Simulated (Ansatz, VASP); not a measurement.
# GaN in VASP and in Ansatz

```
CELL_PARAMETERS angstrom
3.34711 0.00000 0.00000
-1.67355 2.89868 0.00000
0.00000 0.00000 5.15094
ATOMIC_POSITIONS crystal
Ga 0.66667 0.33333 0.49514
Ga 0.33333 0.66667 0.99514
N 0.66667 0.33333 0.87986
N 0.33333 0.66667 0.37986
```

Change from the starting cell: biaxial strain in the a-b plane, c and atoms relaxed: +4.0 %.

Alike in both runs: functional PBE; k mesh 12 × 12 × 6; occupations gaussian, width 0.02 eV; no spin polarisation.

Ansatz relaxed the structure, and its values are those at the end. VASP's run is a single point on that final structure, the one shown.

|  | VASP | Ansatz |
| --- | --- | --- |
| version | VASP 6.6.1 | Ansatz 0.2.0 |
| potentials or method | VASP PAW PBE potentials, release 64 (Ga_d, N) | scalar-relativistic, plane waves, PAW |
| plane-wave cutoff (eV) | 520 | 420 |
| valence electrons in the cell | 36 | 36 |

|  | VASP | Ansatz | Ansatz less VASP |
| --- | --- | --- | --- |
| gap on the k mesh at the Fermi level (eV) | 1.20 | 1.20 | 0.000 |
| least direct gap on the mesh (eV) | 1.20 | 1.20 | 0.000 |
| pressure (GPa) | -8.8 | -9.0 | -0.24 |
